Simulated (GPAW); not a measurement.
# W (Fm-3m) in GPAW: equation of state

Aim: energy against volume of W in PBEsol, for its equilibrium volume and stiffness.

Program: GPAW 26.7.0. These are calculated values, not measurements. Logs are shortened: lines on timing, memory, paths and dates and some standing lists are left out, and cuts for length are marked. The log counts tension as positive stress, the text compression.

## Step 1: The crystal as given

It takes space group Fm-3m (No. 225, cubic). The conventional cell has a = 4.060 Å, b = 4.060 Å, c = 4.060 Å, α = 90.00°, β = 90.00°, γ = 90.00°. W (site symmetry m-3m) is surrounded by 12 W at 2.87 Å.

This isn't the form of W at room conditions, which is bcc.

## Step 2: Equation of state, PBEsol

run.py

```python
from ase import Atoms
from ase.eos import EquationOfState
from ase.io import Trajectory
from ase.units import GPa
from gpaw import GPAW, PW, setup_paths

setup_paths.insert(0, '.')

atoms = Atoms(['W'],
              cell=[[0.0, 2.03, 2.03],
                    [2.03, 0.0, 2.03],
                    [2.03, 2.03, 0.0]],
              scaled_positions=[[0.0, 0.0, 0.0]],
              pbc=True)

traj = Trajectory('eos.traj', 'w')
volumes, energies = [], []
for x in [0.94, 0.96, 0.98, 1.0, 1.02, 1.04, 1.06]:
    a = atoms.copy()
    a.set_cell(atoms.cell * x**(1 / 3), scale_atoms=True)
    calc = GPAW(mode=PW(600),
                xc='PBEsol',
                kpts={'size': (11, 11, 11), 'gamma': True},
                occupations={'name': 'fermi-dirac', 'width': 0.05},
                nbands=16,
                convergence={'density': 1e-05, 'energy': 1e-05},
                maxiter=150,
                txt=f'eos-{x:.2f}.txt')
    a.calc = calc
    energies.append(a.get_potential_energy(force_consistent=True))
    volumes.append(a.get_volume())
    p = -a.get_stress()[:3].mean() / GPa
    calc.write(f'eos-{x:.2f}.gpw')
    traj.write(a)
    print(f'{x:.2f} {volumes[-1]:10.4f} A^3 {energies[-1]:14.6f} eV {p:9.3f} GPa', flush=True)

v0, e0, B = EquationOfState(volumes, energies, eos='birchmurnaghan').fit()
print(f'V0 = {v0:.4f} A^3, E0 = {e0:.6f} eV, B0 = {B / GPa:.2f} GPa')
```

Potentials or basis: PAW data sets generated in the run's folder for this functional, pw.

The run is started by

```bash
$ gpaw-setup -f PBEsol W
$ OMP_NUM_THREADS=1 python run.py
```

Output:

```text
__  _  _
 | _ |_)|_||  |
 |__||  | ||/\| - 26.7.0

Input parameters:
  mode=PW(ecut=600.0),
  convergence={'density': 1e-05, 'energy': 1e-05},
  kpts=MonkhorstPack(size=(11, 11, 11), gamma=True),
  maxiter=150,
  nbands=16,
  occupations=Occupations(name='fermi-dirac', width=0.05),
  xc=XC(name='PBEsol')

Diagonalizing LCAO Hamiltonian
Converting LCAO to pw mode

       W

Atoms  # Å, Bohr magnetons
|   | symbol |        x |        y |        z |    initial magnetic moments |
|---|--------|----------|----------|----------|-----------------------------|
| 0 |      W | 0.000000 | 0.000000 | 0.000000 | ( 0.0000,  0.0000,  0.0000) |

Unit cell  # Å
| periodic |        x |        y |        z |  lengths |    angles |
|----------|----------|----------|----------|----------|-----------|
|      yes | 0.000000 | 1.988560 | 1.988560 | 2.812248 | 60.000000 |
|      yes | 1.988560 | 0.000000 | 1.988560 | 2.812248 | 60.000000 |
|      yes | 1.988560 | 1.988560 | 0.000000 | 2.812248 | 60.000000 |

Number of symmetries: 48
Symmetry operations  # r_c * U_cc + t_c -> r_c
|    | kind |            matrix            |
|----|------|------------------------------|
|  0 |  σ   |  1, 0, 0,  1, 0,-1,  1,-1, 0 |
|  1 |  C2  |  1, 0, 0,  1,-1, 0,  1, 0,-1 |
|  2 |  E   |  1, 0, 0,  0, 1, 0,  0, 0, 1 |
|  3 |  σ   |  1, 0, 0,  0, 0, 1,  0, 1, 0 |
|  4 |  C4  |  1, 0,-1,  1, 0, 0,  1,-1, 0 |
|  5 |  S6  |  1, 0,-1,  1,-1, 0,  1, 0, 0 |
|  6 |  σ   |  1, 0,-1,  0, 1,-1,  0, 0,-1 |
|  7 |  C3  |  1, 0,-1,  0, 0,-1,  0, 1,-1 |
|  8 |  S6  |  1,-1, 0,  1, 0, 0,  1, 0,-1 |
|  9 |  C4  |  1,-1, 0,  1, 0,-1,  1, 0, 0 |
| 10 |  C3  |  1,-1, 0,  0,-1, 1,  0,-1, 0 |
| 11 |  σ   |  1,-1, 0,  0,-1, 0,  0,-1, 1 |
| 12 |  σ   |  0, 1, 0,  1, 0, 0,  0, 0, 1 |
| 13 |  C4  |  0, 1, 0,  0, 1,-1, -1, 1, 0 |
| 14 |  C3  |  0, 1, 0,  0, 0, 1,  1, 0, 0 |
| 15 |  S6  |  0, 1, 0, -1, 1, 0,  0, 1,-1 |
| 16 |  C2  |  0, 1,-1,  1, 0,-1,  0, 0,-1 |
| 17 |  σ   |  0, 1,-1,  0, 1, 0, -1, 1, 0 |
| 18 |  S4  |  0, 1,-1,  0, 0,-1,  1, 0,-1 |
| 19 |  C4  |  0, 1,-1, -1, 1, 0,  0, 1, 0 |
| 20 |  C3  |  0, 0, 1,  1, 0, 0,  0, 1, 0 |
| 21 |  σ   |  0, 0, 1,  0, 1, 0,  1, 0, 0 |
| 22 |  S6  |  0, 0, 1,  0,-1, 1, -1, 0, 1 |
| 23 |  C4  |  0, 0, 1, -1, 0, 1,  0,-1, 1 |
| 24 |  S4  |  0, 0,-1,  1, 0,-1,  0, 1,-1 |
| 25 |  C3  |  0, 0,-1,  0, 1,-1,  1, 0,-1 |
| 26 |  C2  |  0, 0,-1,  0,-1, 0, -1, 0, 0 |
| 27 |  S6  |  0, 0,-1, -1, 0, 0,  0,-1, 0 |
| 28 |  S4  |  0,-1, 1,  1,-1, 0,  0,-1, 0 |
| 29 |  C4  |  0,-1, 1,  0, 0, 1, -1, 0, 1 |
| 30 |  C2  |  0,-1, 1,  0,-1, 0,  1,-1, 0 |
| 31 |  σ   |  0,-1, 1, -1, 0, 1,  0, 0, 1 |
| 32 |  C3  |  0,-1, 0,  1,-1, 0,  0,-1, 1 |
| 33 |  S6  |  0,-1, 0,  0, 0,-1, -1, 0, 0 |
| 34 |  S4  |  0,-1, 0,  0,-1, 1,  1,-1, 0 |
| 35 |  C2  |  0,-1, 0, -1, 0, 0,  0, 0,-1 |
| 36 |  C2  | -1, 1, 0,  0, 1, 0,  0, 1,-1 |
| 37 |  S6  | -1, 1, 0,  0, 1,-1,  0, 1, 0 |
| 38 |  S4  | -1, 1, 0, -1, 0, 1, -1, 0, 0 |
| 39 |  C3  | -1, 1, 0, -1, 0, 0, -1, 0, 1 |
| 40 |  S6  | -1, 0, 1,  0, 0, 1,  0,-1, 1 |
| 41 |  C2  | -1, 0, 1,  0,-1, 1,  0, 0, 1 |
| 42 |  C3  | -1, 0, 1, -1, 1, 0, -1, 0, 0 |
| 43 |  S4  | -1, 0, 1, -1, 0, 0, -1, 1, 0 |
| 44 |  C2  | -1, 0, 0,  0, 0,-1,  0,-1, 0 |
| 45 |  i   | -1, 0, 0,  0,-1, 0,  0, 0,-1 |
| 46 |  σ   | -1, 0, 0, -1, 1, 0, -1, 0, 1 |
| 47 |  C2  | -1, 0, 0, -1, 0, 1, -1, 1, 0 |

BZ-sampling:
  Number of BZ points: 1331
  Number of IBZ points: 56

  Monkhorst-Pack size: [11, 11, 11]
  Monkhorst-Pack shift: [0, 0, 0]

K-points  # in reciprocal-cell coordinates
|     |                                coordinates |     weight |
|-----|--------------------------------------------|------------|
|   0 | (  0.00000000,   0.00000000,   0.00000000) | 0.00075131 |
|   1 | (  0.09090909,   0.09090909,   0.00000000) | 0.00450789 |
|   2 | (  0.09090909,   0.09090909,   0.09090909) | 0.00601052 |
|   3 | (  0.18181818,   0.09090909,   0.09090909) | 0.00901578 |
|   4 | (  0.18181818,   0.18181818,   0.00000000) | 0.00450789 |
|   5 | (  0.18181818,   0.18181818,   0.09090909) | 0.01803156 |
|   6 | (  0.18181818,   0.18181818,   0.18181818) | 0.00601052 |
|   7 | (  0.27272727,   0.18181818,   0.09090909) | 0.01803156 |
|   8 | (  0.27272727,   0.18181818,   0.18181818) | 0.01803156 |
|   9 | (  0.27272727,   0.27272727,   0.00000000) | 0.00450789 |
| ... |                                            |            |
|  55 | (  0.45454545,   0.45454545,   0.45454545) | 0.00601052 |

Plane wave coefficients: 534
Cutoff: 600.0 eV

Spin-components: 1 (collinear spins)
Bands:           16
Projectors:      6
Spin-degeneracy: 2
Datatype:        complex128

Parallelization:
  kpt:    1
  domain: 1
  band:   1

Density:
  Valence electrons: 14.0
  Components: 1
  Grid points: [16 16 16]
  Charge: 0.0  # |e|

Potential:
  Grid points: [16 16 16]

species:
  W:
    name:    Tungsten
    Z:       74.0
    valence: 14
    core:    60
    charge:  0.0  # [|e|]
    compensation charges:
      type: gauss
      rc: 0.40  # [Å]
      lmax: 2
    cutoffs:
      filter: 2.36  # [Å]
      core: 3.02  # [Å]
    projectors
    | kind |    occ | energy [eV] | rcut [Å] |
    |------|--------|-------------|----------|
    |   5s |  2.000 |     -78.864 |    1.344 |
    |   6s |  2.000 |      -5.730 |    1.344 |
    |   5p |  6.000 |     -43.252 |    1.355 |
    |   6p |  0.000 |      -1.338 |    1.355 |
    |   5d |  4.000 |      -4.526 |    1.228 |
    |    d |        |      22.686 |    1.228 |

    Using partial waves for W as LCAO basis

Reference energy: -438642.771174  # eV

eigensolver:
  PPCG
  Converge bands: occupied
  niter=2

density mixing:
  MSR1-Mixer
  Pratt-step length: 0.05
  Maximum mixing coefficient: 0.75
  Old densities: 10
  SVD Regularization: 0.005
  Good broyden scale: 1.0
  Trust region scale: 1.0
  Backstep threshold: 4.0
  History deletion threshold: 6.0
  Fourier metric: weight=20.0, sigma=0.015

occupation numbers:
  Fermi-Dirac:
    width: 0.0500  # eV

poisson solver:
  ecut: 4800.0  # eV

xc functional:
  name: PBEsol with 2 nearest neighbor stencil

convergence criteria:
- Maximum integral of absolute [dens]ity change: 1e-05 electrons / valence electron
- Maximum [total energy] change in last 3 cyles: 1e-05 eV / valence electron
- Maximum integral of absolute [eigenst]ate change: 4e-08 eV^2 / valence electron
maximum number of iterations: 150

SCF iterations
|iter     | |      energy | eigst |  dens |
|---------|-|-------------|-------|-------|
|iter:   1| |  -12.151392 | -0.11 |       |
|iter:   2| |  -12.115815 | -3.28 | -1.26 |
|iter:   3| |  -11.931981 | -2.25 | -1.29 |
|iter:   4| |  -11.932029 | -3.76 | -1.98 |
|iter:   5| |  -11.932533 | -4.79 | -2.40 |
|iter:   6| |  -11.932536 | -7.03 | -3.73 |
|iter:   7| |  -11.932536c| -8.30c| -4.12 |
|iter:   8| |  -11.932536c| -9.06c| -5.42c|

Converged in 8 steps
Energy contributions relative to reference atoms: (reference = -438642.771174)

Energy contributions:
  Kinetic:           8.394876
  Coulomb:          -9.371743
  Zero:             -0.038988
  External:          0.000000
  Xc:              -10.912682
  Entropy:          -0.007996
  Spinorbit:         0.000000
  ----------------------------
  Free energy:     -11.936534
  Extrapolated:    -11.932536

dipole moment: (-14.858611, -14.858611, -14.858611)  # |e|*Ang

Fermi level: 14.076
Eigenvalues  # (at kpt = [0.000, 0.000, 0.000])
| band index |      eig [eV] | occ [0-2] |
|------------|---------------|-----------|
|          0 |       -59.245 |     2.000 |
|          1 |       -23.073 |     2.000 |
|          2 |       -23.073 |     2.000 |
|          3 |       -23.073 |     2.000 |
|          4 |         4.950 |     2.000 |
|          5 |        13.494 |     2.000 |
[... 8 lines left out ...]
|         14 |        36.903 |     0.000 |
|         15 |        49.104 |     0.000 |

No gap
No difference between direct/indirect transitions

Stress tensor  # eV/Ang^3
|         x |         y |         z |
|-----------|-----------|-----------|
| -0.032043 | -0.000000 |  0.000000 |
| -0.000000 | -0.032043 |  0.000000 |
|  0.000000 |  0.000000 | -0.032043 |

# Writing to eos-0.94.gpw (mode='')
```

stdout:

```text
0.94    15.7270 A^3     -11.936534 eV     5.134 GPa
0.96    16.0616 A^3     -11.940156 eV    -1.611 GPa
0.98    16.3962 A^3     -11.930418 eV    -7.656 GPa
1.00    16.7309 A^3     -11.908742 eV   -13.061 GPa
1.02    17.0655 A^3     -11.876391 eV   -17.881 GPa
1.04    17.4001 A^3     -11.834536 eV   -22.170 GPa
1.06    17.7347 A^3     -11.784235 eV   -25.980 GPa
V0 = 15.9799 A^3, E0 = -11.940572 eV, B0 = 314.38 GPa
```

eos-0.96.txt:

```text
SCF iterations
|iter     | |      energy | eigst |  dens |
|---------|-|-------------|-------|-------|
|iter:   1| |  -12.161432 | -0.13 |       |
|iter:   2| |  -12.124030 | -3.28 | -1.25 |
|iter:   3| |  -11.935424 | -2.23 | -1.28 |
|iter:   4| |  -11.935571 | -3.75 | -1.98 |
|iter:   5| |  -11.936096 | -4.81 | -2.38 |
|iter:   6| |  -11.936098 | -7.35 | -3.70 |
|iter:   7| |  -11.936099c| -8.31c| -4.12 |
|iter:   8| |  -11.936099c| -9.13c| -5.40c|

Converged in 8 steps
Energy contributions relative to reference atoms: (reference = -438642.771174)

Energy contributions:
  Kinetic:           5.162234
  Coulomb:          -6.630311
  Zero:             -0.037503
  External:          0.000000
  Xc:              -10.426462
  Entropy:          -0.008114
  Spinorbit:         0.000000
  ----------------------------
  Free energy:     -11.940156
  Extrapolated:    -11.936099

dipole moment: (-14.964017, -14.964017, -14.964017)  # |e|*Ang

Fermi level: 13.729
Eigenvalues  # (at kpt = [0.000, 0.000, 0.000])
| band index |      eig [eV] | occ [0-2] |
|------------|---------------|-----------|
|          0 |       -59.641 |     2.000 |
|          1 |       -23.500 |     2.000 |
|          2 |       -23.500 |     2.000 |
|          3 |       -23.500 |     2.000 |
|          4 |         4.694 |     2.000 |
|          5 |        13.163 |     2.000 |
[... 8 lines left out ...]
|         14 |        36.360 |     0.000 |
|         15 |        48.140 |     0.000 |

No gap
No difference between direct/indirect transitions

Stress tensor  # eV/Ang^3
|         x |         y |        z |
|-----------|-----------|----------|
|  0.010054 | -0.000000 | 0.000000 |
| -0.000000 |  0.010054 | 0.000000 |
|  0.000000 |  0.000000 | 0.010054 |

# Writing to eos-0.96.gpw (mode='')
```

Wall time 62 s (1 thread of Arm Neoverse V2, shared host); peak memory 0.19 GiB.

Results:

- Equilibrium volume: 15.98 Å³/atom
- Bulk modulus: 314 GPa
- Pressure derivative of the bulk modulus: 4.5

Energy against volume, from the lowest point:
```tsv
volume (Å³/atom)	energy (meV/atom)
15.727	3.62
16.062	0.00
16.396	9.74
16.731	31.41
17.065	63.77
17.400	105.62
17.735	155.92
```
